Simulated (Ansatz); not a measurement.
AlN (F-43m), a vibration from a frozen displacement

These are results of DFT LDA, scalar-relativistic, plane waves, PAW in Ansatz 0.2.0, not measurements. Cutoff 420 eV, Γ-centred 10×10×10 k-points, Gaussian smearing of 0.05 eV. No spin polarisation. Energies are free energies at this smearing, counted from the undisturbed cell; pressure is positive in compression.

The undisturbed cell (as given, not relaxed at this level; it stands at -3.6 GPa; this zinc-blende form isn't the usual structure):

```
Al N
1.0
     0.00000    2.18399    2.18399
     2.18399    0.00000    2.18399
     2.18399    2.18399    0.00000
Al N
1 1
Direct
  0.00000 0.00000 0.00000
  0.75000 0.75000 0.75000
```

Every Al atom is moved by x along the Cartesian unit vector (-0.577, -0.577, -0.577); the cell and all other atoms stay fixed. The cell's volume is 20.83 Å³; the moved atoms weigh 26.982 u together and the others 14.007 u.

```
  x (Å)  ΔE (meV/cell) total force on the moved atoms along the move (eV/Å) pressure (GPa)
-0.3000         391.64                                                1.9456          2.9562
-0.2250         249.81                                                1.8070          0.6474
-0.1500         125.54                                                1.4700         -1.4430
-0.0750          35.43                                                0.8877         -2.9843
 0.0000           0.00                                                0.0000         -3.5937
 0.0750          45.10                                               -1.2758         -2.8209
 0.1500         203.97                                               -3.0572         -0.1271
 0.2250         520.54                                               -5.5152          5.1425
 0.2625         755.76                                               -7.0716          8.9882
 0.3000        1054.28                                               -8.8982         13.7956
```

What frequency belongs to this motion?

The force constant is k = −dF/dx = 14.423 eV/Å², from the parabola through x = -0.0750, 0 and 0.0750. In every cell the moved atoms swing against the rest, so the mass is μ = m₁m₂/(m₁ + m₂) = 9.220 u, and ν̃ = 521.5 cm⁻¹ × √(|k|/μ) = 652 cm⁻¹, at this cell's pressure of -3.6 GPa. To first order in x, and within 1 %, the force on every atom lies along the move and, within each of the two groups, in proportion to the atom's mass, so this is itself a mode at the zone centre of this cell, taken without macroscopic field (the transverse frequency in a polar insulator).

How far does the harmonic law reach?

At x = -0.300 Å, kx²/2 = 649.05 meV against the computed 391.64 meV (-39.7 %): the well softens in this direction at large amplitude.